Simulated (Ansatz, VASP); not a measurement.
## One calculation of NbH2, two programs

INCAR

```
SYSTEM = NbH2
PREC = Accurate ; ENCUT = 520
EDIFF = 1E-6 ; ISMEAR = 0
SIGMA = 0.1 ; LREAL = .FALSE.
LASPH = .TRUE. ; NELM = 80
ALGO = Normal ; ISIF = 2
LWAVE = .FALSE. ; LCHARG = .FALSE.
LDIPOL = .TRUE. ; IDIPOL = 3
DIPOL = 0.5 0.5 0.299 ; GGA = PS
NBANDS = 14
```

Contents of KPOINTS:

```
regular mesh
0
G
  16 16 1
  0 0 0
```

File POSCAR:

```
NbH2
1.0
    2.7331806158      0.0000000000      0.0000000000
    0.0000000000      2.7331806158      0.0000000000
    0.0000000000      0.0000000000     26.0815001600
Nb H
1 2
Direct
    0.5000000000      0.5000000000      0.3328008888
    0.0000000000      0.5000000000      0.2827613143
    0.5000000000      0.0000000000      0.2827613143
```

Input for Ansatz:

```yaml
crystal:
  lattice:
    - [2.7331806158, 0.0, 0.0]
    - [0.0, 2.7331806158, 0.0]
    - [0.0, 0.0, 26.08150016]
  atoms:
    - { symbol: Nb, position: [0.5, 0.5, 0.3328008888] }
    - { symbol: H, position: [0.0, 0.5, 0.2827613143] }
    - { symbol: H, position: [0.5, 0.0, 0.2827613143] }
  periodic: [true, true, false]
basis:
  ecutwfc: 420
kpoints:
  mp_grid: { grid: [16, 16, 1] }
hamiltonian:
  xc: pbesol
scf:
  occupations: { method: gaussian, width: 0.1 }
output:
  forces: true
  eigenvalues: true
  stress: true
```

The cell was built by a generator and needn't be a form met in nature.

Alike in both runs: task single point; functional PBEsol; k mesh 16 × 16 × 1; occupations gaussian, width 0.1 eV; no spin polarisation.

```csv
,VASP,Ansatz
version,VASP 6.6.1,Ansatz 0.2.0
potentials or method,"VASP PAW PBE potentials, release 64 (Nb_sv, H)","scalar-relativistic, plane waves, PAW"
plane-wave cutoff (eV),520,420
valence electrons in the cell,15,15
```

VASP gave:

```
gap on the k mesh at the Fermi level (eV) : none
rms of the force components (eV/Å)        : 0.023
```

Q: What did Ansatz give for the same quantities?

A: gap on the k mesh at the Fermi level (eV): none; rms of the force components (eV/Å): 0.019.

Atom by atom the forces differ by 0.004 eV/Å (rms over components). A gap of «none» marks a metal or a gap that the smearing closes.

Caveats: the PAW data sets were made with another functional, which shifts forces and pressure a little (VASP).
